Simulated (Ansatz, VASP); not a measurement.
MgO in VASP and in Ansatz

Contents of INCAR:

```
  PREC = Accurate
  ENCUT = 520
  EDIFF = 1E-7
  ISMEAR = 0
  SIGMA = 0.05
  LREAL = F
  LASPH = T
  NELM = 60
  ALGO = Normal
  ISIF = 2
  LWAVE = F
  LCHARG = F
  GGA = PS
  NBANDS = 16
```

File KPOINTS:

```
Automatic mesh
0
Gamma
  9 9 6
```

Contents of POSCAR:

```
MgO
1.0
    3.4947663863      0.0000000000      0.0000000000
   -1.7473831932      3.0265564708      0.0000000000
    0.0000000000      0.0000000000      4.1947132299
Mg O
2 2
Direct
    0.6787596180      0.3575192359      0.7500000000
    0.3212403820      0.6424807641      0.2500000000
    0.6577627629      0.3155255259      0.2500000000
    0.3422372371      0.6844744741      0.7500000000
```

Input for Ansatz:

```yaml
crystal:
  lattice:
    - [3.4947663863, 0.0, 0.0]
    - [-1.7473831932, 3.0265564708, 0.0]
    - [0.0, 0.0, 4.1947132299]
  atoms:
    - { symbol: Mg, position: [0.678759618, 0.3575192359, 0.75] }
    - { symbol: Mg, position: [0.321240382, 0.6424807641, 0.25] }
    - { symbol: O, position: [0.6577627629, 0.3155255259, 0.25] }
    - { symbol: O, position: [0.3422372371, 0.6844744741, 0.75] }
basis:
  ecutwfc: 520.0
kpoints:
  mp_grid: { grid: [9, 9, 6] }
hamiltonian:
  xc: pbesol
  pseudopotentials: { kind: paw, azcp: { folder: soft_1 } }
scf:
  occupations: { method: gaussian, width: 0.05 }
output:
  forces: true
  stress: true
  eigenvalues: true
```

Change from the starting cell: mode 5 frozen in at +0.073 Å, strain +e along z and -e/2 along x and y +0.0000.

Alike in both runs: task single point; functional PBEsol; k mesh 9 × 9 × 6; occupations gaussian, width 0.05 eV; no spin polarisation.

|  | VASP | Ansatz |
| --- | --- | --- |
| version | VASP 6.6.1 | Ansatz 0.2.0 |
| potentials or method | VASP PAW PBE potentials, release 64 (Mg, O) | scalar-relativistic, plane waves, PAW |
| plane-wave cutoff (eV) | 520 | 520 |
| valence electrons in the cell | 16 | 32 |

|  | VASP | Ansatz | Ansatz less VASP |
| --- | --- | --- | --- |
| gap on the k mesh at the Fermi level (eV) | 3.23 | 3.24 | +0.009 |
| least direct gap on the mesh (eV) | 3.23 | 3.24 | +0.009 |
| pressure (GPa) | -0.4 | 0.0 | +0.42 |
| largest component of the traceless stress (GPa) | 0.98 | 1.01 | +0.026 |
| rms of the force components (eV/Å) | 0.234 | 0.232 | -0.0027 |

Atom by atom the forces differ by 0.003 eV/Å (rms over components). The functional is the same, so the differences come from potentials, cutoffs and numerics. The two sets of potentials don't hold the same shells in valence. Ansatz warned: «pseudo_functional_mismatch».

Caveats: the PAW data sets were made with another functional, which shifts forces and pressure a little (VASP).
